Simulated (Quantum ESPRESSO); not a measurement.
# AgCl (Chlorargyrite) (Fm-3m) in Quantum ESPRESSO: notebook

One crystal, AgCl (Chlorargyrite), is run at these levels: PBE, LDA; tasks: dielectric tensor, phonon dispersion, Wannier functions.

Program: Quantum ESPRESSO 7.5. These are calculated values, not measurements. Logs are shortened: lines on timing, memory, paths and dates and some standing lists are left out, and cuts for length are marked.

**What was measured.**

From a printed reference work, monograph, for a bulk crystal of AgCl: high-frequency dielectric constant 3.92.

A printed reference work, data compilation reports, for a bulk crystal of AgCl: band gap 3.249 eV (indirect).

How close the calculation comes is told below.

## 1. Starting point

It takes space group Fm-3m (No. 225, cubic). The conventional cell has a = 5.470 Å, b = 5.470 Å, c = 5.470 Å, α = 90.00°, β = 90.00°, γ = 90.00°. Around Ag (site symmetry m-3m) lie 6 Cl at 2.73 Å. Cl (site symmetry m-3m) is surrounded by 6 Ag at 2.73 Å.

## 2. Dielectric tensor, PBE

The input, pw.in:

```
&CONTROL
  calculation = 'scf'
  prefix = 'pwscf'
  outdir = './tmp'
  pseudo_dir = './pseudo'
  tprnfor = .true.
  tstress = .true.
  disk_io = 'low'
/
&SYSTEM
  ibrav = 0
  nat = 2
  ntyp = 2
  ecutwfc = 82
  nbnd = 20
  occupations = 'smearing'
  smearing = 'fd'
  degauss = 0.00367493
/
&ELECTRONS
  conv_thr = 4d-10
  electron_maxstep = 120
  mixing_beta = 0.5
/
ATOMIC_SPECIES
Ag   107.8682 Ag.upf
Cl    35.4500 Cl.upf
CELL_PARAMETERS angstrom
   0.0000000000    2.7350000000    2.7350000000
   2.7350000000    0.0000000000    2.7350000000
   2.7350000000    2.7350000000    0.0000000000
ATOMIC_POSITIONS crystal
Ag     0.0000000000    0.0000000000    0.0000000000
Cl     0.5000000000    0.5000000000    0.5000000000
K_POINTS automatic
8 8 8 1 1 1
```

The input, scf2.in:

```
&CONTROL
  calculation = 'scf'
  prefix = 'pwscf'
  outdir = './tmp'
  pseudo_dir = './pseudo'
  tprnfor = .true.
  tstress = .true.
  disk_io = 'low'
/
&SYSTEM
  ibrav = 0
  nat = 2
  ntyp = 2
  ecutwfc = 82
  nbnd = 20
  occupations = 'fixed'
/
&ELECTRONS
  conv_thr = 1d-13
  electron_maxstep = 120
  mixing_beta = 0.5
  startingpot = 'file'
  startingwfc = 'file'
/
ATOMIC_SPECIES
Ag   107.8682 Ag.upf
Cl    35.4500 Cl.upf
CELL_PARAMETERS angstrom
   0.0000000000    2.7350000000    2.7350000000
   2.7350000000    0.0000000000    2.7350000000
   2.7350000000    2.7350000000    0.0000000000
ATOMIC_POSITIONS crystal
Ag     0.0000000000    0.0000000000    0.0000000000
Cl     0.5000000000    0.5000000000    0.5000000000
K_POINTS automatic
8 8 8 1 1 1
```

The input, ph.in:

```
dielectric of AgCl
&INPUTPH
  prefix = 'pwscf'
  outdir = './tmp'
  tr2_ph = 1d-16
  fildyn = 'dyn'
  niter_ph = 60
  alpha_mix(1) = 0.7
  epsil = .true.
  trans = .false.
  zeu = .true.
/
0.0000000000 0.0000000000 0.0000000000
```

Potentials or basis: PseudoDojo 0.4.1 SR PBE standard.

Launch:

```console
$ OMP_NUM_THREADS=1 pw.x -in pw.in > pw.out
$ OMP_NUM_THREADS=1 pw.x -in scf2.in > scf2.out
$ OMP_NUM_THREADS=1 ph.x -in ph.in > ph.out
```

pw.out:

```text
This program is part of the open-source Quantum ESPRESSO suite
     for quantum simulation of materials; please cite
[... 9 lines left out ...]
     --------------------
     sticks:   dense  smooth     PW     G-vecs:    dense   smooth      PW
     Sum        1201    1201    367                27581    27581    4621

     Using Slab Decomposition

     bravais-lattice index     =            0
     lattice parameter (alat)  =       7.3092  a.u.
     unit-cell volume          =     276.1205 (a.u.)^3
     number of atoms/cell      =            2
     number of atomic types    =            2
     number of electrons       =        26.00
     number of Kohn-Sham states=           20
     kinetic-energy cutoff     =      82.0000  Ry
     charge density cutoff     =     328.0000  Ry
     scf convergence threshold =      4.0E-10
     mixing beta               =       0.5000
     number of iterations used =            8  plain     mixing
     Exchange-correlation= PBE
                           (   1   4   3   4   0   0   0)

     celldm(1)=   7.309223  celldm(2)=   0.000000  celldm(3)=   0.000000
     celldm(4)=   0.000000  celldm(5)=   0.000000  celldm(6)=   0.000000

     crystal axes: (cart. coord. in units of alat)
               a(1) = (   0.000000   0.707107   0.707107 )
               a(2) = (   0.707107   0.000000   0.707107 )
               a(3) = (   0.707107   0.707107   0.000000 )

     reciprocal axes: (cart. coord. in units 2 pi/alat)
               b(1) = ( -0.707107  0.707107  0.707107 )
               b(2) = (  0.707107 -0.707107  0.707107 )
               b(3) = (  0.707107  0.707107 -0.707107 )

     PseudoPot. # 1 for Ag read from file:
     Ag.upf
     Pseudo is Norm-conserving + core correction, Zval = 19.0
     Generated using ONCVPSP code by D. R. Hamann
     Using radial grid of 1538 points,  6 beta functions with:
                l(1) =   0
                l(2) =   0
                l(3) =   1
                l(4) =   1
                l(5) =   2
                l(6) =   2

     PseudoPot. # 2 for Cl read from file:
     Cl.upf
     Pseudo is Norm-conserving + core correction, Zval =  7.0
     Generated using ONCVPSP code by D. R. Hamann
     Using radial grid of 1028 points,  6 beta functions with:
                l(1) =   0
                l(2) =   0
                l(3) =   1
                l(4) =   1
                l(5) =   2
                l(6) =   2

     atomic species   valence    mass     pseudopotential
     Ag               19.00   107.86820     Ag( 1.00)
     Cl                7.00    35.45000     Cl( 1.00)

     48 Sym. Ops., with inversion, found

   Cartesian axes

     site n.     atom                  positions (alat units)
         1        Ag     tau(   1) = (   0.0000000   0.0000000   0.0000000  )
         2        Cl     tau(   2) = (   0.7071068   0.7071068   0.7071068  )

     number of k points=    60  Fermi-Dirac smearing, width (Ry)=  0.0037
                       cart. coord. in units 2pi/alat
        k(    1) = (   0.0441942   0.0441942   0.0441942), wk =   0.0078125
        k(    2) = (   0.1325825   0.1325825  -0.0441942), wk =   0.0234375
        k(    3) = (   0.2209709   0.2209709  -0.1325825), wk =   0.0234375
        k(    4) = (   0.3093592   0.3093592  -0.2209709), wk =   0.0234375
        k(    5) = (  -0.3093592  -0.3093592   0.3977476), wk =   0.0234375
        k(    6) = (  -0.2209709  -0.2209709   0.3093592), wk =   0.0234375
[... 52 lines left out ...]
        k(   59) = (   0.3093592   0.3093592   0.3093592), wk =   0.0078125
        k(   60) = (  -0.3093592  -0.3093592   0.9280777), wk =   0.0234375

     Dense  grid:    27581 G-vectors     FFT dimensions: (  45,  45,  45)

     Initial potential from superposition of free atoms

     starting charge      25.9995, renormalised to      26.0000
     Starting wfcs are   14 randomized atomic wfcs +    6 random wfcs

     Self-consistent Calculation

     iteration #  1     ecut=    82.00 Ry     beta= 0.50
     Davidson diagonalization with overlap
     ethr =  1.00E-02,  avg # of iterations =  6.5

     Threshold (ethr) on eigenvalues was too large:
     Diagonalizing with lowered threshold

     Davidson diagonalization with overlap
     ethr =  1.59E-04,  avg # of iterations =  3.9

     total energy              =    -342.88278996 Ry
     estimated scf accuracy    <       0.04021503 Ry

     iteration #  2     ecut=    82.00 Ry     beta= 0.50
     Davidson diagonalization with overlap
     ethr =  1.55E-04,  avg # of iterations =  2.0
[... 36 lines left out ...]
     total energy              =    -342.89507307 Ry
     estimated scf accuracy    <       0.00000005 Ry

     iteration #  8     ecut=    82.00 Ry     beta= 0.50
     Davidson diagonalization with overlap
     ethr =  1.89E-10,  avg # of iterations =  2.0

     End of self-consistent calculation

          k = 0.0442 0.0442 0.0442 (  3482 PWs)   bands (ev):

   -81.0233 -44.5510 -44.5509 -44.5509  -6.5530   5.9232   5.9232   5.9751
     6.2635   6.2635   6.4737   6.7530   6.7530   9.9775  19.0750  19.4937
    19.4937  21.4476  21.4476  21.5572

          k = 0.1326 0.1326-0.0442 (  3480 PWs)   bands (ev):

   -81.0233 -44.5516 -44.5511 -44.5509  -6.4664   5.1276   5.2878   5.6469
     6.3064   6.3627   6.6577   7.0310   7.5814  10.8658  17.9378  18.6178
    19.2446  19.9652  21.3229  22.1403
[... 145 lines left out ...]
          k =-0.6629 0.0442 0.0442 (  3441 PWs)   bands (ev):

   -81.0232 -44.5541 -44.5523 -44.5522  -6.0613   4.2200   5.3927   5.4688
     5.9988   6.6315   6.7937   6.7978   6.9618  11.3020  16.7434  17.5327
    20.3371  20.5013  23.4817  23.6663

          k =-0.5745 0.1326-0.0442 (  3448 PWs)   bands (ev):

   -81.0232 -44.5538 -44.5523 -44.5521  -6.0760   4.0931   5.0050   5.1925
     6.2201   6.6966   6.8585   6.9954   7.3978  11.9277  16.5885  16.9502
    19.2665  20.4317  23.4208  24.0815

          k =-0.4861 0.2210-0.1326 (  3466 PWs)   bands (ev):

   -81.0232 -44.5538 -44.5522 -44.5518  -6.0851   3.8215   4.5670   4.8006
     6.4207   6.6874   6.9123   7.6642   8.1251  13.1289  15.1639  16.9556
    17.9137  20.8053  22.9184  23.8261

          k =-0.4861 0.0442 0.0442 (  3461 PWs)   bands (ev):

   -81.0232 -44.5535 -44.5520 -44.5519  -6.1477   3.9668   5.3912   5.4413
     6.0423   6.5325   6.9179   6.9819   7.4163  12.0799  16.4372  17.0051
    19.3748  19.6444  23.4317  24.7188

          k =-0.3977 0.1326-0.0442 (  3470 PWs)   bands (ev):

   -81.0232 -44.5531 -44.5518 -44.5516  -6.2049   3.9589   5.0294   5.2569
     6.2488   6.5797   6.9322   7.1594   7.9374  12.7134  15.7592  17.0199
    18.6076  19.7090  22.9306  24.4369

          k =-0.3094 0.0442 0.0442 (  3480 PWs)   bands (ev):

   -81.0233 -44.5523 -44.5514 -44.5514  -6.3303   4.2340   5.5001   5.5269
     6.1508   6.4278   6.9048   7.0435   7.5740  12.1657  16.5470  17.5918
    18.8365  19.1530  22.6778  24.1500
[... 163 lines left out ...]
          k =-0.3094-0.3094 0.9281 (  3466 PWs)   bands (ev):

   -81.0232 -44.5543 -44.5518 -44.5515  -6.0631   3.4310   4.4631   4.4675
     6.6255   6.6451   6.9575   8.3452   8.7381  13.5797  14.7120  16.7315
    16.8872  21.9768  22.1483  23.3806

     the Fermi energy is     9.4581 ev

!    total energy              =    -342.89507308 Ry
     estimated scf accuracy    <          2.8E-10 Ry
     smearing contrib. (-TS)   =      -0.00000002 Ry
     internal energy E=F+TS    =    -342.89507306 Ry

     The total energy is F=E-TS. E is the sum of the following terms:
     one-electron contribution =    -176.76516674 Ry
     hartree contribution      =      99.13799840 Ry
     xc contribution           =     -55.37103155 Ry
     ewald contribution        =    -209.89687317 Ry

     convergence has been achieved in   8 iterations

     Forces acting on atoms (cartesian axes, Ry/au):

     atom    1 type  1   force =     0.00000000    0.00000000    0.00000000
     atom    2 type  2   force =    -0.00000000    0.00000000    0.00000000

     Total force =     0.000000     Total SCF correction =     0.000000

     Computing stress (Cartesian axis) and pressure

          total   stress  (Ry/bohr**3)                   (kbar)     P=       38.41
   0.00026109   0.00000000  -0.00000000           38.41        0.00       -0.00
   0.00000000   0.00026109   0.00000000            0.00       38.41        0.00
  -0.00000000   0.00000000   0.00026109           -0.00        0.00       38.41

=------------------------------------------------------------------------------=
   JOB DONE.
=------------------------------------------------------------------------------=
```

scf2.out:

```text
This program is part of the open-source Quantum ESPRESSO suite
     for quantum simulation of materials; please cite
[... 9 lines left out ...]
     --------------------
     sticks:   dense  smooth     PW     G-vecs:    dense   smooth      PW
     Sum        1201    1201    367                27581    27581    4621
[... 554 lines left out ...]
   0.00026068   0.00000000   0.00000000           38.35        0.00        0.00
   0.00000000   0.00026068   0.00000000            0.00       38.35        0.00
   0.00000000   0.00000000   0.00026068            0.00        0.00       38.35

=------------------------------------------------------------------------------=
   JOB DONE.
=------------------------------------------------------------------------------=
```

ph.out:

```text
This program is part of the open-source Quantum ESPRESSO suite
     for quantum simulation of materials; please cite
         "P. Giannozzi et al., J. Phys.:Condens. Matter 21 395502 (2009);
         "P. Giannozzi et al., J. Phys.:Condens. Matter 29 465901 (2017);
         "P. Giannozzi et al., J. Chem. Phys. 152 154105 (2020);
     in publications or presentations arising from this work. More details at

     IMPORTANT: XC functional enforced from input :
[... 216 lines left out ...]
      E*z (       -0.00000       -0.00000       -1.42281 )

     INITIALIZATION:

     DIELECTRIC CONSTANT AND EFFECTIVE CHARGES:

      Additional routines

=------------------------------------------------------------------------------=
   JOB DONE.
=------------------------------------------------------------------------------=
```

It took 14 min on 1 thread of Arm Neoverse V1, shared host; peak memory 0.11 GiB.

What came out:

- Free energy: -4665.3251 eV
- Pressure: 3.8 GPa
- Electronic dielectric tensor (diagonal): 5.23
- Born charges (mean of the diagonal): Ag +1.42; Cl -1.42 e

Levels at points of the mesh, in eV from the valence-band top:
```tsv
k point	band 9	band 10	band 11	band 12	band 13	band 14	band 15	band 16	band 17	band 18
(0.06, 0.06, 0.06)	-2.53	-2.53	-2.32	-2.04	-2.04	1.18	10.28	10.70	10.70	12.65
```

Electronic dielectric tensor:
```
5.23 0.00 0.00
0.00 5.23 0.00
0.00 0.00 5.23
```

Born effective charge tensors (e):
atom 1, Ag
```
1.42 0.00 0.00
0.00 1.42 0.00
0.00 0.00 1.42
```
atom 2, Cl
```
-1.42  0.00  0.00
 0.00 -1.42  0.00
 0.00  0.00 -1.42
```

Caveat: the cell is more than 3 GPa from zero pressure, which shifts response properties.

[end of part 1 of 3]
